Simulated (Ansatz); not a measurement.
# AlNi under changes of volume

One of the cells (11.956 Å³/atom); the others are scaled copies at fixed shape and fractional positions:

```xyz
2
Lattice="2.8810 0.0000 0.0000 0.0000 2.8810 0.0000 0.0000 0.0000 2.8810" Properties=species:S:1:pos:R:3 pbc="T T T"
Ni    1.4405    1.4405    1.4405
Al    0.0000    0.0000    0.0000
```

```yaml
Program: Ansatz 0.2.0
Functional: LDA
Potentials_or_basis: all-electron LAPW, scalar-relativistic
Cutoff: 256 eV (chosen from the basis error)
Basis_error_allowed: 0.001 eV/atom
k_mesh: 9 × 9 × 9
Occupations: fermi-dirac, width 0.05 eV
Spin: collinear spin, ferromagnetic start
Starting_moments: "[1.0, 0.0] μB"
```

| volume (Å³/atom) | energy over the lowest point (meV/atom) | pressure (GPa) |
| --- | --- | --- |
| 11.239 | 0.00 | 1.9 |
| 11.478 | 0.26 | -2.1 |
| 11.717 | ? | ? |
| 11.956 | 16.75 | -8.7 |
| 12.196 | 31.87 | -11.5 |
| 12.435 | 50.93 | -13.9 |
| 12.674 | 73.50 | -16.2 |

Problem. What does the run at 11.717 Å³/atom give?

Solution. Energy over the lowest point 6.04 meV/atom; pressure -5.5 GPa.

Worked out: A Birch-Murnaghan fit of order 3 (a polynomial in V^(-2/3)) to the other rows has its minimum at 11.35 Å³/atom with B0 = V·E''(V) = 186 GPa and B' = 4.3. It gives 6.04 meV/atom at 11.717 Å³/atom, against the run's 6.04, and -dE/dV = -5.6 GPa, against -5.5.

Energies are extrapolated to zero smearing.

Caveats: the starting moments weren't kept.
